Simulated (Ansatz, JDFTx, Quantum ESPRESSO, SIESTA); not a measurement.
**BN: programs and potentials compared**

```xyz
4
Lattice="2.4982 0.0000 0.0000 -1.2491 2.1635 0.0000 0.0000 0.0000 6.6357" Properties=species:S:1:pos:R:3 pbc="T T T"
N     1.2491    0.7212    1.6589
N     0.0000    1.4424    4.9768
B     1.2491    0.7212    4.9768
B     0.0000    1.4424    1.6589
```

Alike in all runs: task band structure; functional PBEsol; k mesh 12 × 12 × 4; occupations fermi-dirac, width 0.05 eV; no spin polarisation; no spin-orbit coupling. Pressure is positive in compression and, in plane waves, holds the error of the finite cutoff. Gaps are the smaller of the mesh's and the band path's.

| program and potentials | plane-wave cutoff (eV) | notes | band gap (eV) | pressure (GPa) |
| --- | --- | --- | --- | --- |
| SIESTA, files PseudoDojo sr-pbesol-0.4.1-standard, DZP (energy shift 0.003 Ry) | - | atomic basis | 4.12 | 6.80 |
| Quantum ESPRESSO, PseudoDojo 0.4.1 SR PBEsol standard | 1143 | - | 4.16 | 2.54 |
| Ansatz, all-electron LAPW, scalar-relativistic | - | - | ? | ? |
| JDFTx, PseudoDojo-SR-PBEsol-0.4.1-standard | 1143 | - | 4.19 | - |
| Quantum ESPRESSO, GBRV 1.5 PBEsol | 612 | - | 4.15 | 2.53 |

**Question.** Estimate from the other rows what the run with Ansatz, all-electron LAPW, scalar-relativistic gave.

**Answer.** Band gap 4.16 eV; pressure 2.13 GPa. The other rows, which needn't bracket it: band gap 4.12 to 4.19; pressure 2.53 to 6.80.
